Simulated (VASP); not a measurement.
Set up this calculation in VASP 6.6.1, as the native input.

```
Task                   : relaxation of cell and atoms
Functional             : r2SCAN
Potentials or basis    : VASP PAW PBE potentials, release 64 (Sn_d, Se)
Cutoff                 : 600 eV
k mesh                 : 9 × 9 × 5
Occupations            : gaussian, width 0.03 eV
Spin                   : no spin polarisation
Target pressure        : 10 GPa
Further INCAR settings : ALGO = Normal; EDIFF = 1e-07; IBRION = 2; EDIFFG = -0.005; NSW = 90; ISIF = 3
Target pressure        : 10 GPa
```

The structure of SnSe2 lies in POSCAR:

```
SnSe2                                   
1.0
    3.7179108124      0.0000000000     -0.0000000000
   -1.8589554062      3.2198052125      0.0000000000
   -0.0000000000     -0.0000000000      5.6002087974
  Sn              Se            
     1     2
Direct
     0.0000000000000000    0.0000000000000000    0.0000000000000000
     0.3333333332999970    0.6666666667000030    0.2798795393174946
     0.6666666667000030    0.3333333332999970    0.7201204606825052
```

One way to write it, as run:

INCAR

```
ALGO = Normal
EDIFF = 1E-7
EDIFFG = -0.005
ENCUT = 600
IBRION = 2
ISIF = 3
ISMEAR = 0
LASPH = T
LCHARG = F
LMIXTAU = T
LREAL = F
LWAVE = F
METAGGA = R2SCAN
NELM = 80
NSW = 90
PREC = Accurate
PSTRESS = 100.0
SIGMA = 0.03
```

KPOINTS

```
k-points
0
Gamma
  9 9 5
```

Potentials or basis: VASP PAW PBE potentials, release 64 (Sn_d, Se).

Launch:

```console
$ cat potpaw_PBE.64/Sn_d/POTCAR potpaw_PBE.64/Se/POTCAR > POTCAR
$ mpirun -np 1 vasp_std > vasp.out
```

It gave:

```yaml
Relaxed_volume: 22.34 Å³/atom
Relaxed_cell: a = 3.719 Å, b = 3.719 Å, c = 5.595 Å, α = 90.00°, β = 90.00°, γ = 120.00°
Space_group_after_relaxing_to_0.05_Å: P-3m1 (No. 164)
Energy_change_on_relaxing_the_enthalpy_is_what_falls: +0.3 meV/atom
Ionic_steps: 5
Pressure_after_relaxing: 10.0 GPa
Largest_force_after_relaxing: 0.005 eV/Å
Band_gap_on_the_k_mesh: 0.34 eV, indirect (least direct gap 1.40 eV)
```

Caveat: the cell is relaxed towards a set pressure, so the enthalpy falls and the energy may rise; the PAW data sets were made with another functional, which shifts forces and pressure a little; spin-orbit coupling is left out, which moves the levels of the heavy elements; an odd mesh through Γ misses points on the zone boundary, where band edges often lie.

Wall time 20 min on 1 thread of Intel(R) Xeon(R) Platinum 8259CL CPU @ 2.50GHz (Skylake/Cascade Lake) (shared host), peak memory 0.26 GiB.
